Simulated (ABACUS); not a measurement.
**Pt under changes of volume**

One of the cells (15.904 Å³/atom); the others are scaled copies at fixed shape and fractional positions:

```xyz
1
Lattice="-1.5842 1.5842 1.5842 1.5842 -1.5842 1.5842 1.5842 1.5842 -1.5842" Properties=species:S:1:pos:R:3 pbc="T T T"
Pt    0.0000    0.0000    0.0000
```

This isn't the form of Pt at room conditions, which is fcc.

```yaml
Program: ABACUS 3.10.1
Functional: PBE
Potentials_or_basis: PseudoDojo NC SR 0.4.1 PBE standard
Cutoff: 1361 eV
Density_cutoff: 5442 eV
Basis: TZDP LCAO (the cutoffs set its grid)
k_mesh: 12 × 12 × 12
Occupations: fermi-dirac, width 0.05 eV
Spin: no spin polarisation
```

| volume (Å³/atom) | energy over the lowest point (meV/atom) | pressure (GPa) |
| --- | --- | --- |
| 14.950 | 38.33 | 15.4 |
| 15.268 | 14.38 | 9.1 |
| 15.586 | 2.06 | 3.6 |
| 15.904 | 0.00 | -1.3 |
| 16.222 | 7.02 | -5.6 |
| 16.540 | 21.97 | -9.3 |
| 16.858 | ? | ? |

Problem. What does the run at 16.858 Å³/atom give?

Solution. Energy over the lowest point 44.10 meV/atom; pressure -12.7 GPa.

Worked out: A Birch-Murnaghan fit of order 3 (a polynomial in V^(-2/3)) to the other rows has its minimum at 15.81 Å³/atom with B0 = V·E''(V) = 235 GPa and B' = 5.3. It gives 43.96 meV/atom at 16.858 Å³/atom, against the run's 44.10, and -dE/dV = -12.7 GPa, against -12.7.

Energies are extrapolated to zero smearing.

Caveats: the atomic orbitals were generated for these runs and aren't a published set; the basis of atomic orbitals isn't converged, which shifts pressures, moduli and gaps.
